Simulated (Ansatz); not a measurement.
All numbers below come from DFT PBEsol, scalar-relativistic, plane waves, PAW (Ansatz 0.2.0).

Cutoff 420 eV; k points 8×8×6 on the computed 4-atom cell (Γ-centred); Gaussian smearing, width 0.02 eV; no spin polarisation.

```
Pb O
1.0
     4.08505    0.00000    0.00000
     0.00000    4.08505    0.00000
     0.00000    0.00000    5.23714
Pb O
2 2
Direct
  0.00000 0.50000 0.27734
  0.50000 0.00000 0.72266
  0.00000 0.00000 0.00000
  0.50000 0.50000 0.00000
```

(1) Is this geometry at equilibrium? Which atom feels the largest force?

(2) Give all forces and the stress.

Spin–orbit coupling is left out, which can shift energies with elements as heavy as these.

## Answers

(1) It isn't. Atom 1 (Pb) feels (0.00, 0.00, -3.60) eV/Å, 3.602 eV/Å in size, and symmetry-related atoms feel the same size.

(2)
```json
{"atom": "Pb1", "Fx": "0.000", "Fy": "0.000", "Fz": "-3.602"}
{"atom": "Pb2", "Fx": "0.000", "Fy": "0.000", "Fz": "3.602"}
{"atom": "O3", "Fx": "0.000", "Fy": "0.000", "Fz": "0.000"}
{"atom": "O4", "Fx": "0.000", "Fy": "0.000", "Fz": "0.000"}
```
Stress (GPa, compression positive):
```
 -9.08   0.00   0.00
  0.00  -9.08   0.00
  0.00   0.00 -18.73
```